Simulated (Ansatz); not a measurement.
A frame of Ge from dynamics at 2200 K, with the forces (eV/Å) computed on a k mesh in the last three columns. Level of theory: DFT PBE, scalar-relativistic, plane waves, PAW (Ansatz 0.2.0).

Cutoff 420 eV; k points 3×3×3 on the computed 24-atom cell (Γ-centred); Fermi–Dirac smearing, width 0.19 eV; no spin polarisation.

```xyz
24
Lattice="8.264 -0.099 -0.042 -0.099 8.101 -0.085 -0.042 -0.085 7.885" Properties=species:S:1:pos:R:3:forces:R:3 pbc="T T T"
Ge   -0.057    3.475    7.088   -0.390    0.410    0.010
Ge    5.735    1.651    4.246   -0.840   -0.740    0.370
Ge    0.317    1.055    7.618   -0.630   -0.430    0.490
Ge    2.366    3.882    5.177    0.150    0.810    1.650
Ge    2.131    1.125    5.932    1.080    1.720    0.730
Ge   -0.075    6.065    6.544   -0.600    0.150   -1.280
Ge    7.178    4.979    1.886   -0.090   -0.450    0.280
Ge    5.503    0.028    2.295   -0.180   -0.050    1.710
Ge    2.997    6.227    7.507   -1.060    0.430   -0.680
Ge    3.209    7.370    4.767    1.210   -0.820    0.770
Ge    3.645    2.879    3.308    1.260   -1.020   -0.410
Ge    0.566    7.953    4.470   -0.810   -1.360    0.840
Ge    2.532    7.596    2.422    0.770    0.640   -0.430
Ge    2.418    3.412    0.816   -0.400   -0.470   -0.800
Ge    5.339    5.490    5.475    0.220   -0.030    0.010
Ge    0.690    6.687    0.935    0.040   -0.680   -0.120
Ge    8.049    0.262    2.367   -0.570    1.100   -0.730
Ge    5.917    2.784    0.773    0.610    0.270    0.060
Ge    5.680    7.609   -0.081    1.260    0.090   -2.180
Ge    5.082    5.222    0.199    0.640   -1.440    0.170
Ge    2.524    5.007    2.673   -0.390    0.930    0.510
Ge    7.179    3.582    4.248   -0.900    1.610    0.590
Ge    3.953    1.179    0.393   -1.020    0.330   -0.270
Ge    0.909    2.671    3.545    0.650   -1.000   -1.280
```

Static pressure 4.5 GPa (no kinetic part), no gap on the mesh.

Counting as bonded all pairs within 1.2 times the summed covalent radii:

```tsv
atom → neighbour	mean count	mean length (Å)	spread (Å)
Ge → Ge	3.58	2.60	0.16
```

Angles between all pairs of such bonds at an atom (mean ± spread): 101 ± 30° at Ge.

Cost: 1 run of about 3 core-minutes, on AMD EPYC 9R14 (Zen 4) (shared hosts).